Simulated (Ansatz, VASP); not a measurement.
## Zr: VASP beside Ansatz

```
CELL_PARAMETERS angstrom
3.23200 0.00000 0.00000
-1.61600 2.79899 0.00000
0.00000 0.00000 5.14700
ATOMIC_POSITIONS crystal
Zr 0.66667 0.33333 0.75000
Zr 0.33333 0.66667 0.25000
```

Alike in both runs: task single point; functional PBEsol; k mesh 9 × 9 × 5; occupations fermi-dirac, width 0.05 eV; no spin polarisation.

```csv
,VASP,Ansatz
version,VASP 6.6.1,Ansatz 0.2.0
potentials or method,"VASP PAW PBE potentials, release 64 (Zr_sv)",Ansatz PAW
plane-wave cutoff (eV),520,420
valence electrons in the cell,24,24
```

```csv
,VASP,Ansatz,Ansatz less VASP
gap on the k mesh at the Fermi level (eV),none,none,-
pressure (GPa),-3.2,-3.3,-0.05
largest component of the traceless stress (GPa),0.57,0.57,-0.002
```

A gap of «none» marks a metal or a gap that the smearing closes. With one functional, cell and mesh, what is left measures potentials, basis and numerics.

Caveats: the PAW data sets were made with another functional, which shifts forces and pressure a little (VASP); the PAW data sets come from PBE, with cores solved anew for the run's functional, which leaves a small shift of forces and pressure (Ansatz).
